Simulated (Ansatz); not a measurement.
# HfSiO4: the cost of one run

Method: DFT PBEsol, scalar-relativistic, plane waves, PAW, in Ansatz 0.2.0.

4 further runs of the same task are left out: 4 set aside as unsound or not needed. Runs told in other sessions of the task aren't counted.

## Step 1: The structure to begin with

The cell holds 36 atoms (Hf5O24PSi6): a = 6.582 Å, b = 6.582 Å, c = 10.087 Å, α = 109.04°, β = 109.04°, γ = 90.00°.

The coordinates of this cell stand in the input of its own run.

The host was relaxed before at PBEsol: a = 6.582 Å, b = 6.582 Å, c = 5.966 Å, α = 90.00°, β = 90.00°, γ = 90.00° (conventional cell), 10.770 Å³/atom.

Places, in fractions of the supercell: P in place of Hf at (0.333, 0.333, 0.667). The start keeps the symmetry of the ideal site.

## Step 2: Band edges of the host over the zone

input.yaml

```yaml
crystal:
  lattice:
    - [-3.2910116945, 3.2910116945, 2.9830669716]
    - [3.2910116945, -3.2910116945, 2.9830669716]
    - [3.2910116945, 3.2910116945, -2.9830669716]
  atoms:
    - { symbol: Hf, position: [0.0, 0.0, 0.0] }
    - { symbol: Hf, position: [0.75, 0.25, 0.5] }
    - { symbol: Si, position: [0.25, 0.75, 0.5] }
    - { symbol: Si, position: [0.5, 0.5, 0.0] }
    - { symbol: O, position: [0.133333403, 0.3181250468, 0.8152083562] }
    - { symbol: O, position: [0.0681250468, 0.7529166906, 0.6847916438] }
    - { symbol: O, position: [0.0681250468, 0.383333403, 0.3152083562] }
    - { symbol: O, position: [0.5029166906, 0.3181250468, 0.1847916438] }
    - { symbol: O, position: [0.6818749532, 0.4970833094, 0.8152083562] }
    - { symbol: O, position: [0.616666597, 0.9318749532, 0.6847916438] }
    - { symbol: O, position: [0.2470833094, 0.9318749532, 0.3152083562] }
    - { symbol: O, position: [0.6818749532, 0.866666597, 0.1847916438] }
basis:
  ecutwfc: 420
  xc_grid: 2
kpoints:
  mp_grid: { grid: [6, 6, 6] }
  band_path: { path: [VBM, CBM], npoints: 2 }
hamiltonian:
  xc: pbesol
scf:
  occupations: { method: gaussian, width: 0.02 }
output:
  forces: true
  stress: true
  eigenvalues: true
```

Launch:

```console
$ ansatz run input.yaml --threads 8 --pin off --max-ram 16384MiB --backend cpu --events-out ev --progress --plain --runs-dir out
```

What time and memory should one allow on 8 threads of Arm Neoverse V1, shared host?

About 21 s, with a peak of 0.78 GiB.
